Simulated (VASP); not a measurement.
# NaI (Fm-3m) in VASP: settings compared, part 4 of 4

VASP 6.6.1. The steps go on from the part before.

### 6 Born charges and dielectric tensor, LDA

The input, INCAR:

```
ALGO     = Fast           # electronic algorithm
EDIFF    = 1E-8           # SCF threshold, eV
ENCUT    = 520            # plane-wave cutoff, eV
GGA      = CA             # functional
IBRION   = 8              # ionic algorithm
ISIF     = 2              # what is computed and relaxed
ISMEAR   = -1             # smearing method
LASPH    = True           # aspherical terms in the spheres
LCHARG   = False          # write CHGCAR
LEPSILON = True           # dielectric tensor by DFPT
LREAL    = False          # projectors in reciprocal space
LWAVE    = False          # write WAVECAR
NELM     = 60             # most SCF steps
PREC     = Accurate       # precision mode
SIGMA    = 0.05           # smearing width, eV
```

The input, KPOINTS:

```
k-points
0
Gamma
  7 7 7
```

The input, POSCAR:

```
NaI
1.0
    0.0000000000      3.2364000000      3.2364000000
    3.2364000000      0.0000000000      3.2364000000
    3.2364000000      3.2364000000      0.0000000000
I Na
1 1
Direct
    0.5000000000      0.5000000000      0.5000000000
    0.0000000000      0.0000000000      0.0000000000
```

Potentials or basis: VASP PAW LDA potentials, release 64 (I, Na_pv).

Launch:

```
$ cat potpaw_LDA.64/I/POTCAR potpaw_LDA.64/Na_pv/POTCAR > POTCAR
$ mpirun -np 1 vasp_std > vasp.out
```

OUTCAR:

```text
EDIFF = 1E-8
   ENCUT = 520
   GGA = CA
   IBRION = 8
   ISIF = 2
   ISMEAR = -1
   LASPH = True
   LEPSILON = True
   LREAL = False
   NELM = 60
   PREC = Accurate

 ion  position               nearest neighbor table
   1  0.500  0.500  0.500-
   2  0.000  0.000  0.000-

  LATTYP: Found a face centered cubic cell.
 ALAT       =     6.4728000000

  Lattice vectors:

 A1 = (   0.0000000000,   3.2364000000,   3.2364000000)
 A2 = (   3.2364000000,   0.0000000000,   3.2364000000)
 A3 = (   3.2364000000,   3.2364000000,   0.0000000000)

Analysis of symmetry for initial positions (statically):
=====================================================================
 Subroutine PRICEL returns:
 Original cell was already a primitive cell.

 Routine SETGRP: Setting up the symmetry group for a
 face centered cubic supercell.

 Subroutine GETGRP returns: Found 48 space group operations
 (whereof 48 operations were pure point group operations)
 out of a pool of 48 trial point group operations.
[... 572 lines left out ...]
               1X          1Y          1Z          2X          2Y          2Z
  1X    -0.693366    0.000000    0.000000    0.693366    0.000000    0.000000
  1Y     0.000000   -0.693366    0.000000    0.000000    0.693366    0.000000
  1Z     0.000000    0.000000   -0.693366    0.000000    0.000000    0.693366
  2X     0.695055    0.000000    0.000000   -0.695055    0.000000    0.000000
  2Y     0.000000    0.695055    0.000000    0.000000   -0.695055    0.000000
  2Z     0.000000    0.000000    0.695055    0.000000    0.000000   -0.695055

 Eigenvectors and eigenvalues of the dynamical matrix
 ----------------------------------------------------

   1 f  =    2.953687 THz    18.558564 2PiTHz   98.524402 cm-1    12.215463 meV
             X         Y         Z           dx          dy          dz
      3.236400  3.236400  3.236400     0.000000    0.391228    0.000000
      0.000000  0.000000  0.000000     0.000000   -0.920294    0.000000
[... 21 lines left out ...]
   6 f/i=    0.001294 THz     0.008132 2PiTHz    0.043170 cm-1     0.005352 meV
             X         Y         Z           dx          dy          dz
      3.236400  3.236400  3.236400     0.000000    0.000000    0.920294
      0.000000  0.000000  0.000000     0.000000    0.000000    0.391228

--------------------------------------------------------------------------------------------------------

 MACROSCOPIC STATIC DIELECTRIC TENSOR IONIC CONTRIBUTION
 ------------------------------------------------------
           5.587966     0.000000     0.000000
           0.000000     5.587966     0.000000
           0.000000     0.000000     5.587966
 ------------------------------------------------------

 ELASTIC MODULI CONTR FROM IONIC RELAXATION (kBar)
 Direction    XX          YY          ZZ          XY          YZ          ZX
 --------------------------------------------------------------------------------
 XX           0.0000      0.0000      0.0000      0.0000      0.0000      0.0000
 YY           0.0000      0.0000      0.0000      0.0000      0.0000      0.0000
 ZZ           0.0000      0.0000      0.0000      0.0000      0.0000      0.0000
 XY           0.0000      0.0000      0.0000      0.0000      0.0000      0.0000
 YZ           0.0000      0.0000      0.0000      0.0000      0.0000      0.0000
 ZX           0.0000      0.0000      0.0000      0.0000      0.0000      0.0000
 --------------------------------------------------------------------------------

 PIEZOELECTRIC TENSOR IONIC CONTR  for field in x, y, z        (C/m^2)
          XX          YY          ZZ          XY          YZ          ZX
  --------------------------------------------------------------------------------
  x     0.00000     0.00000     0.00000     0.00000     0.00000     0.00000
  y     0.00000     0.00000     0.00000     0.00000     0.00000     0.00000
  z     0.00000     0.00000     0.00000     0.00000     0.00000     0.00000
```

stdout:

```text
POSCAR found type information on POSCAR I Na
 POSCAR found :  2 types and       2 ions
 scaLAPACK will be used
 LDA part: xc-table for (Slater(with rela. corr.)+CA(PZ))
 , standard interpolation
 POSCAR, INCAR and KPOINTS ok, starting setup
 FFT: planning ... GRIDC
 FFT: planning ... GRID_SOFT
 FFT: planning ... GRID
 WAVECAR not read
 entering main loop
[... 23 lines left out ...]
  Direction:   3
 dielectric tensor                  component  3 :     0.069     0.304     3.458
 Linear response DOF=           2
 Linear response progress:
 first order change of Fermi-energy  -0.12397E-02
 force on displaced ion       1 direction 1 :  -0.693   0.000   0.000
 Born effective charge ion    1 direction 1 :  -1.206   0.000   0.000
 Linear response progress:
 first order change of Fermi-energy   0.71982E-03
 force on displaced ion       2 direction 1 :  -0.695   0.000   0.000
 Born effective charge ion    2 direction 1 :   1.205   0.000   0.000
 Born effective charges drift removed
 Linear response finished
```

It took 2 min on 1 thread of Intel Xeon 6975P-C (Granite Rapids), shared host; peak memory 0.25 GiB.

Results:

```
Band gap on the k mesh                                  : 3.35 eV, direct
Electronic dielectric tensor (diagonal)                 : 3.46
Born charges (mean of the diagonal)                     : I -1.21; Na +1.21 e
Highest phonon frequency at Γ, LO-TO splitting left out : 99 cm⁻¹
```

Levels at points of the mesh, in eV from the valence-band top:
```
           k point  band 3  band 4  band 5  band 6  band 7  band 8  band 9  band 10  band 11
(0.00, 0.00, 0.00)  -22.39  -11.08    0.00    0.00    0.00    3.35    7.80     7.80     7.80
```

Phonon frequencies in cm⁻¹ (negative: imaginary):
| q point | frequencies |
| --- | --- |
| (0.000, 0.000, 0.000) | 0 0 0 99 99 99 |

Electronic dielectric tensor:
```
3.46 0.00 0.00
0.00 3.46 0.00
0.00 0.00 3.46
```

Born effective charge tensors (e):
atom 1, I
```
-1.21  0.00  0.00
 0.00 -1.21  0.00
 0.00  0.00 -1.21
```
atom 2, Na
```
1.21 0.00 0.00
0.00 1.21 0.00
0.00 0.00 1.21
```

Caveat: spin-orbit coupling is left out, which moves the levels of the heavy elements.

### 7 The reference run

An earlier run on the cell as given: functional PBE; potentials or basis VASP PAW PBE potentials, release 64 (I, Na_pv); cutoff 520 eV; k mesh 7 × 7 × 7; occupations fermi-dirac, width 0.05 eV; no spin polarisation.

- Pressure: 0.4 GPa
- Band gap on the k mesh: 3.64 eV, direct

### 8 Overview

| task | level | potentials or basis | cell | k mesh | cutoff (eV) | grid for exact exchange (PRECFOCK) | exchange at q = 0 | screening parameter | ions in elastic constants | mesh quality | gap on the mesh (eV) | pressure (GPa) |
| --- | --- | --- | --- | --- | --- | --- | --- | --- | --- | --- | --- | --- |
| band structure | r2SCANh | VASP PAW PBE potentials, release 64 (I, Na_pv) | as given | 4 × 4 × 4 | 520 | Fast | truncated | - | - | coarse | 4.98 | -0.2 |
| band structure | HSE06 | VASP PAW PBE potentials, release 64 (I, Na_pv) | as given | 4 × 4 × 4 | 520 | Fast | - | 0.2 1/A | - | coarse | 4.67 | 0.2 |
| phonons | LDA | VASP PAW LDA potentials, release 64 (I, Na_pv) | relaxed | 5 × 5 × 5 | 600 | - | - | - | - | not flagged | - | - |
| elastic constants | LDA | VASP PAW LDA potentials, release 64 (I, Na_pv) | relaxed | 5 × 5 × 5 | 600 | - | - | - | relaxed | not flagged | - | - |
| Born charges and dielectric tensor | LDA | VASP PAW LDA potentials, release 64 (I, Na_pv) | as given | 7 × 7 × 7 | 520 | - | - | - | - | not flagged | 3.35 | - |
| single point | PBE | VASP PAW PBE potentials, release 64 (I, Na_pv) | as given | 7 × 7 × 7 | 520 | - | - | - | - | not flagged | 3.64 | 0.4 |

Alike in all rows: no spin polarisation; smearing fermi-dirac 0.05 eV.

Caveats: some runs use coarse meshes; spin-orbit coupling is left out, which moves the levels of the heavy elements (some runs); the PAW data sets were made with another functional, which shifts forces and pressure a little (some runs).

Absolute energies hang on the potentials; compare differences alone.

### 9 Comparison with measurements

Step 6. Measured high-frequency dielectric constant of NaI: 3.01 (a printed reference work, monograph). This calculation gives 3.46 (+14.9 %).
